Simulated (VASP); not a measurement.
# GaP (F-43m) in VASP: further runs

The runs below take GaP through band structure, with HSE06, PBE0.

Program: VASP 6.6.1. These are calculated values, not measurements. Logs are shortened: lines on timing, memory, paths and dates and some standing lists are left out, and cuts for length are marked.

**Experimental background.**

From “Stacking defects in GaP nanowires: Electronic structure and optical properties”, 2018, arxiv:1810.01194, for a bulk crystal of GaP at 10 K: band gap 2.34 eV (indirect).

The runs below are set against these values where they give the same quantity.

### Step 1. The structure

It takes space group F-43m (No. 216, cubic). Conventional cell: a = 5.437 Å, b = 5.437 Å, c = 5.437 Å, α = 90.00°, β = 90.00°, γ = 90.00°. Ga (site symmetry -43m) is surrounded by 4 P at 2.35 Å. P (site symmetry -43m) is surrounded by 4 Ga at 2.35 Å.

### Step 2. Band structure, HSE06

File POSCAR:

```
GaP                                     
1.0
    0.0000000000      2.7184346443      2.7184346443
    2.7184346443      0.0000000000      2.7184346443
    2.7184346443      2.7184346443      0.0000000000
  Ga              P             
     1     1
Direct
     0.0000000000000000    0.0000000000000000    0.0000000000000000
     0.2500000000000000    0.2500000000000000    0.2500000000000000
```

File INCAR.step1:

```
SYSTEM = GaP
PREC     = Accurate       ! precision mode
ENCUT    = 520            ! plane-wave cutoff, eV
EDIFF    = 1E-5           ! SCF threshold, eV
ISMEAR   = 0              ! smearing method
SIGMA    = 0.03           ! smearing width, eV
LREAL    = .False.        ! projectors in reciprocal space
LASPH    = .True.         ! aspherical terms in the spheres
NELM     = 80             ! most SCF steps
ALGO     = Normal         ! electronic algorithm
ISIF     = 2              ! what is computed and relaxed
LWAVE    = .True.         ! write WAVECAR
LCHARG   = .False.        ! write CHGCAR
NBANDS   = 16             ! bands
KPAR     = 2            
GGA      = PE             ! functional
```

File INCAR.step2:

```
SYSTEM = GaP
PREC     = Accurate       ! precision mode
ENCUT    = 520            ! plane-wave cutoff, eV
EDIFF    = 1E-6           ! SCF threshold, eV
ISMEAR   = 0              ! smearing method
SIGMA    = 0.03           ! smearing width, eV
LREAL    = .False.        ! projectors in reciprocal space
LASPH    = .True.         ! aspherical terms in the spheres
NELM     = 80             ! most SCF steps
ALGO     = Normal         ! electronic algorithm
ISIF     = 2              ! what is computed and relaxed
LWAVE    = .False.        ! write WAVECAR
LCHARG   = .False.        ! write CHGCAR
GGA      = PE             ! functional
LHFCALC  = .True.         ! exact exchange
HFSCREEN = 0.2            ! screening, 1/A
PRECFOCK = Fast         
NBANDS   = 16             ! bands
KPAR     = 2            
ISTART   = 1
```

File KPOINTS:

```
Automatic mesh
0
Gamma
  6 6 6
  0 0 0
```

File KPOINTS_OPT:

```
explicit points
9
Reciprocal
 0.0000000000  0.0000000000  0.0000000000 1
 0.3750000000  0.3750000000  0.7500000000 1
 0.5000000000  0.5000000000  0.5000000000 1
 0.6250000000  0.2500000000  0.6250000000 1
 0.5000000000  0.2500000000  0.7500000000 1
 0.5000000000  0.0000000000  0.5000000000 1
 0.4000000000  0.0000000000  0.4000000000 1
 0.4250000000  0.0000000000  0.4250000000 1
 0.4500000000  0.0000000000  0.4500000000 1
```

Potentials or basis: VASP PAW PBE potentials, release 64 (Ga_d, P).

Started as:

```
$ cat potpaw_PBE.64/Ga_d/POTCAR potpaw_PBE.64/P/POTCAR > POTCAR
$ cp INCAR.step1 INCAR
$ mpirun -np 2 vasp_std > vasp.out
$ cp INCAR.step2 INCAR
$ mpirun -np 2 vasp_std > vasp.out
```

OUTCAR:

```text
SYSTEM = GaP
   PREC = Accurate
   ENCUT = 520
   EDIFF = 1E-6
   ISMEAR = 0
   LREAL = .False.
   LASPH = .True.
   NELM = 80
   ISIF = 2
   GGA = PE
   LHFCALC = .True.
   HFSCREEN = 0.2
   PRECFOCK = Fast
   ISTART = 1

 ion  position               nearest neighbor table
   1  0.000  0.000  0.000-   2 2.35   2 2.35   2 2.35   2 2.35
   2  0.250  0.250  0.250-   1 2.35   1 2.35   1 2.35   1 2.35

  LATTYP: Found a face centered cubic cell.
 ALAT       =     5.4368692886

  Lattice vectors:

 A1 = (   0.0000000000,   2.7184346443,   2.7184346443)
 A2 = (   2.7184346443,   0.0000000000,   2.7184346443)
 A3 = (   2.7184346443,   2.7184346443,   0.0000000000)

Analysis of symmetry for initial positions (statically):
=====================================================================
 Subroutine PRICEL returns:
 Original cell was already a primitive cell.

 Routine SETGRP: Setting up the symmetry group for a
 face centered cubic supercell.

 Subroutine GETGRP returns: Found 24 space group operations
 (whereof 24 operations were pure point group operations)
 out of a pool of 48 trial point group operations.

The static configuration has the point symmetry T_d .

Analysis of symmetry for dynamics (positions and initial velocities):
=====================================================================
 Subroutine PRICEL returns:
 Original cell was already a primitive cell.

 Routine SETGRP: Setting up the symmetry group for a
 face centered cubic supercell.

 Subroutine GETGRP returns: Found 24 space group operations
 (whereof 24 operations were pure point group operations)
 out of a pool of 48 trial point group operations.

The dynamic configuration has the point symmetry T_d .

 Subroutine INISYM returns: Found 24 space group operations
 (whereof 24 operations are pure point group operations),
 and found     1 'primitive' translations

----------------------------------------------------------------------------------------

                                     Primitive cell

  volume of cell :      40.1778

  direct lattice vectors                    reciprocal lattice vectors
     0.000000000  2.718434644  2.718434644    -0.183929380  0.183929380  0.183929380
     2.718434644  0.000000000  2.718434644     0.183929380 -0.183929380  0.183929380
     2.718434644  2.718434644  0.000000000     0.183929380  0.183929380 -0.183929380
[... 82 lines left out ...]
   ISYM   =      3    0-nonsym 1-usesym 2-fastsym
   POTIM  = 0.5000    time-step for ionic-motion
   TEBEG  =    0.0;   TEEND  =   0.0 temperature during run
   PSTRESS=    0.0 pullay stress
   NELECT =      18.0000    total number of electrons
   NUPDOWN=      -1.0000    fix difference up-down
   EMIN   =  10.00;   EMAX   =-10.00  energy-range for DOS
   EFERMI =   0.00;   METHOD = LEGACY
   ISMEAR =     0;   SIGMA  =   0.03  broadening in eV -4-tet -1-fermi 0-gaus
   EFERMI_NEDOS =   21; number of points for ismear=-14 and -15
   IALGO  =     38    algorithm
   IMIX   =      1    mixing-type and parameters
     AMIX     =   0.40;   BMIX     =  1.00
     AMIX_MAG =   1.60;   BMIX_MAG =  1.00
  volume/ion in A,a.u.               =      20.09       135.57
  Fermi-wavevector in a.u.,A,eV,Ry     =   1.252670  2.367204 21.350028  1.569183
  Thomas-Fermi vector in A             =   2.386560
   LORBIT       =      0    0 simple, 1 ext, 2 COOP (PROOUT), +10 PAW based schemes
   GGA     = PE    functional components
   LHFCALC =     T    Hartree Fock is set to
   PRECFOCK=fast      Normal, Fast or Accurate (Low or Medium for compatibility)
   ENCUT4O =  -1.0   cutoff for four orbital integrals eV
   NKREDX  =     1    reduce k-point grid by
   NKREDY  =     1    reduce k-point grid by
   NKREDZ  =     1    reduce k-point grid by
   AEXX    =    0.2500 exact exchange contribution
   HFSCREEN=    0.2000 screening length (either q_TF or 0.3 A-1)
   HFSCREENC=   0.2000 screening length for correlation (either q_TF or 0.3 A-1)
   ENCUTFOCK=  -1.0 apply spherical cutoff to Coloumb kernel
   IVDW    =     0    specifies the selected vdW correction
   LEPSILON=     F    determine dielectric tensor
   LRPA    =     F    only Hartree local field effects (RPA)
 non-spin polarized calculation
 Gauss-broadening in eV      SIGMA  =   0.03
  energy-cutoff  :      520.00
  volume of cell :       40.18
 maximum number of plane-waves:      1106
 NGX is ok and might be reduce to    30
  NGX = 16; NGY = 16; NGZ = 16

 number of electron      17.9999987 magnetization

 Free energy of the ion-electron system (eV)
  ---------------------------------------------------
  ext. energy  EPLUGINS =         0.00000000
  ---------------------------------------------------
  free energy    TOTEN  =       -10.80869845 eV

  energy without entropy =      -10.80869845  energy(sigma->0) =      -10.80869845

 E-fermi :   4.4265     XC(G=0):  -8.1702

 val. band max:        4.2821782973   @ k =   0.0000   0.0000   0.0000
 cond. band min:       6.5764606187   @ k =   0.5000   0.5000   0.0000
 fundamental gap:      2.2942823214
 Fermi energy:         4.4265476916

 k-point     1 :       0.0000    0.0000    0.0000
  band No.  band energies     occupation
      1     -12.7886      2.00000
      2     -12.7886      2.00000
      3     -12.7886      2.00000
      4     -12.6853      2.00000
      5     -12.6853      2.00000
      6      -9.5663      2.00000
[... 281 lines left out ...]
      3     -12.7305      2.00000
      4     -12.7054      2.00000
      5     -12.6736      2.00000
      6      -6.2531      2.00000
[... 8 lines left out ...]
     15      17.6377      0.00000
     16      19.4158      0.00000

------------------------ aborting loop because EDIFF is reached ----------------------------------------

  FORCE on cell =-STRESS in cart. coord.  units (eV):
  Direction    XX          YY          ZZ          XY          YZ          ZX
  --------------------------------------------------------------------------------------
  -------------------------------------------------------------------------------------
  Total        0.3124906      0.3124906      0.3124906      0.0000000      0.0000000      0.0000000
  in kB       12.4612266     12.4612266     12.4612266      0.0000000      0.0000000      0.0000000
  external PRESSURE =      12.4612266 kB  Pullay stress =       0.0000000 kB

 VOLUME and BASIS-vectors are now :
 -----------------------------------------------------------------------------
  energy-cutoff  :      520.00
  volume of cell :       40.18
      direct lattice vectors                 reciprocal lattice vectors
     0.000000000  2.718434644  2.718434644    -0.183929380  0.183929380  0.183929380
     2.718434644  0.000000000  2.718434644     0.183929380 -0.183929380  0.183929380
     2.718434644  2.718434644  0.000000000     0.183929380  0.183929380 -0.183929380

 POSITION                                       TOTAL-FORCE (eV/Angst)
 -----------------------------------------------------------------------------------
      0.00000      0.00000      0.00000        -0.000000     -0.000000     -0.000000
      1.35922      1.35922      1.35922         0.000000      0.000000      0.000000
 -----------------------------------------------------------------------------------
    total drift:                               -0.000039     -0.000037     -0.000028

  FREE ENERGIE OF THE ION-ELECTRON SYSTEM (eV)
  ---------------------------------------------------
  free  energy   TOTEN  =       -10.8086984540 eV

  energy  without entropy=      -10.8086984540  energy(sigma->0) =      -10.80869845
```

OUTCAR.step1:

```text
SYSTEM = GaP
   PREC = Accurate
   ENCUT = 520
   EDIFF = 1E-5
   ISMEAR = 0
   LREAL = .False.
   LASPH = .True.
[... 516 lines left out ...]
      0.00000      0.00000      0.00000        -0.000000     -0.000000     -0.000000
      1.35922      1.35922      1.35922         0.000000      0.000000      0.000000
 -----------------------------------------------------------------------------------
    total drift:                                0.000002      0.000002      0.000001

  FREE ENERGIE OF THE ION-ELECTRON SYSTEM (eV)
  ---------------------------------------------------
  free  energy   TOTEN  =        -9.0969891666 eV

  energy  without entropy=       -9.0969891666  energy(sigma->0) =       -9.09698917
```

OSZICAR.step1:

```text
N       E                     dE             d eps       ncg     rms          rms(c)
DAV:   1     0.825628321751E+02    0.82563E+02   -0.91660E+03   512   0.164E+03
DAV:   2    -0.320868532932E+01   -0.85772E+02   -0.82227E+02   576   0.305E+02
DAV:   3    -0.927474957220E+01   -0.60661E+01   -0.60467E+01   656   0.649E+01
DAV:   4    -0.937088062866E+01   -0.96131E-01   -0.96117E-01   656   0.895E+00
DAV:   5    -0.937250623352E+01   -0.16256E-02   -0.16254E-02   616   0.102E+00    0.429E+00
DAV:   6    -0.912443403582E+01    0.24807E+00   -0.38032E-01   792   0.106E+01    0.285E+00
DAV:   7    -0.909608347197E+01    0.28351E-01   -0.97662E-02   648   0.211E+00    0.113E+00
DAV:   8    -0.909643564378E+01   -0.35217E-03   -0.13785E-02   616   0.142E+00    0.206E-01
DAV:   9    -0.909684600592E+01   -0.41036E-03   -0.13447E-03   608   0.501E-01    0.796E-02
DAV:  10    -0.909691832516E+01   -0.72319E-04   -0.11552E-04   768   0.122E-01    0.391E-02
DAV:  11    -0.909698954037E+01   -0.71215E-04   -0.96623E-05   568   0.825E-02    0.511E-03
DAV:  12    -0.909698916661E+01    0.37376E-06   -0.24943E-06   440   0.218E-02
   1 F= -.90969892E+01 E0= -.90969892E+01  d E =-.543979E-11
```

It took 5.1 min on 2 MPI ranks of Intel Xeon 6975P-C (Granite Rapids), shared host; peak memory 0.29 GiB.

Results:

```
Free energy             : -10.8087 eV
Pressure                : 1.2 GPa
Band gap on the k mesh  : 2.29 eV, indirect (least direct gap 2.88 eV)
Band gap along the path : 2.27 eV, indirect (least direct gap 2.88 eV)
```

Levels at points of the mesh, in eV from the valence-band top:
| k point | band 5 | band 6 | band 7 | band 8 | band 9 | band 10 | band 11 | band 12 | band 13 | band 14 |
| --- | --- | --- | --- | --- | --- | --- | --- | --- | --- | --- |
| (0.00, 0.00, 0.00) | -16.97 | -13.85 | 0.00 | 0.00 | 0.00 | 2.88 | 4.79 | 4.79 | 4.79 | 9.92 |
| (0.50, 0.00, 0.00) | -16.96 | -11.59 | -7.29 | -1.22 | -1.22 | 2.55 | 5.64 | 5.64 | 9.29 | 12.23 |
| (0.50, 0.50, 0.00) | -16.95 | -10.61 | -7.37 | -2.96 | -2.96 | 2.29 | 2.58 | 12.15 | 12.15 | 12.67 |

Caveat: the PAW data sets were made with another functional, which shifts forces and pressure a little.

### Step 3. Band structure, PBE0

POSCAR is that of step 2.

INCAR.step1 is that of step 2.

INCAR.step2, as its differences from that of step 2:

```diff
@@ -15,4 +15,5 @@
 LHFCALC  = .True.         ! exact exchange
-HFSCREEN = 0.2            ! screening, 1/A
+AEXX     = 0.25           ! exact-exchange fraction
 PRECFOCK = Fast         
+HFRCUT   = -1           
 NBANDS   = 16             ! bands
```

KPOINTS is that of step 2.

KPOINTS_OPT is that of step 2.

Potentials or basis: VASP PAW PBE potentials, release 64 (Ga_d, P).

Started as:

```
$ cat potpaw_PBE.64/Ga_d/POTCAR potpaw_PBE.64/P/POTCAR > POTCAR
$ cp INCAR.step1 INCAR
$ mpirun -np 2 vasp_std > vasp.out
$ cp INCAR.step2 INCAR
$ mpirun -np 2 vasp_std > vasp.out
```

Run time: 6 min. Hardware: 2 MPI ranks of Intel Xeon 6975P-C (Granite Rapids), shared host; peak memory 0.2 GiB.

It converged, with:

```
Free energy             : -11.6687 eV
Pressure                : 1.0 GPa
Band gap on the k mesh  : 2.95 eV, indirect (least direct gap 3.52 eV)
Band gap along the path : 2.92 eV, indirect (least direct gap 3.52 eV)
```

Levels at points of the mesh, in eV from the valence-band top:
| k point | band 5 | band 6 | band 7 | band 8 | band 9 | band 10 | band 11 | band 12 | band 13 | band 14 |
| --- | --- | --- | --- | --- | --- | --- | --- | --- | --- | --- |
| (0.00, 0.00, 0.00) | -17.03 | -13.94 | 0.00 | 0.00 | 0.00 | 3.52 | 5.46 | 5.46 | 5.46 | 10.59 |
| (0.50, 0.00, 0.00) | -17.02 | -11.68 | -7.38 | -1.25 | -1.25 | 3.20 | 6.32 | 6.32 | 9.97 | 12.93 |
| (0.50, 0.50, 0.00) | -17.01 | -10.69 | -7.46 | -3.00 | -3.00 | 2.95 | 3.23 | 12.86 | 12.86 | 13.38 |

Caveat: the PAW data sets were made with another functional, which shifts forces and pressure a little.

### Step 4. Against experiment

Step 2. Against the measured gap of GaP, 2.34 eV (indirect; 10 K; quoted in “Stacking defects in GaP nanowires: Electronic structure and optical properties”, 2018, arxiv:1810.01194), the calculated 2.27 eV is off by -0.07 eV. Spin-orbit coupling on Ga is left out. The value is that of HSE06, without temperature or zero-point motion.

Step 3. Measured gap of GaP: 2.34 eV (indirect; 10 K; quoted in “Stacking defects in GaP nanowires: Electronic structure and optical properties”, 2018, arxiv:1810.01194). This calculation gives 2.92 eV (+0.58 eV). Spin-orbit coupling on Ga is left out. The value is that of PBE0, without temperature or zero-point motion.
